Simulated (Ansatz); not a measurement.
## AlNi: single point with PBEsol

Crystal: AlNi.

```
CELL_PARAMETERS angstrom
2.88100 0.00000 0.00000
0.00000 2.88100 0.00000
0.00000 0.00000 2.88100
ATOMIC_POSITIONS crystal
Ni 0.50000 0.50000 0.50000
Al 0.00000 0.00000 0.00000
```

```yaml
Program: Ansatz 0.2.0
Task: single point
Functional: PBEsol
Potentials_or_basis: Ansatz PAW
Cutoff: "420 eV (not typed: the program's choice for these potentials)"
k_mesh: 8 × 8 × 8
Occupations: fermi-dirac, width 0.05 eV
Spin: collinear spin, ferromagnetic start
Starting_moments: "[1.0, 0.0] μB"
Fixed_moment: 1 μB
```

* Pressure: 0.5 GPa
* Net moment: 1.00 μB per cell
* Absolute moment: 1.00 μB per cell
* Site moments: Ni +0.71; Al +0.10 μB

Wall time 1.4 s on 2 threads of Arm Neoverse V1 (shared host), peak memory 0.27 GiB.

Caveat: the total moment is fixed, so each spin has its own Fermi level; the PAW data sets come from PBE, with cores solved anew for the run's functional, which leaves a small shift of forces and pressure; the thresholds are loose for stress.
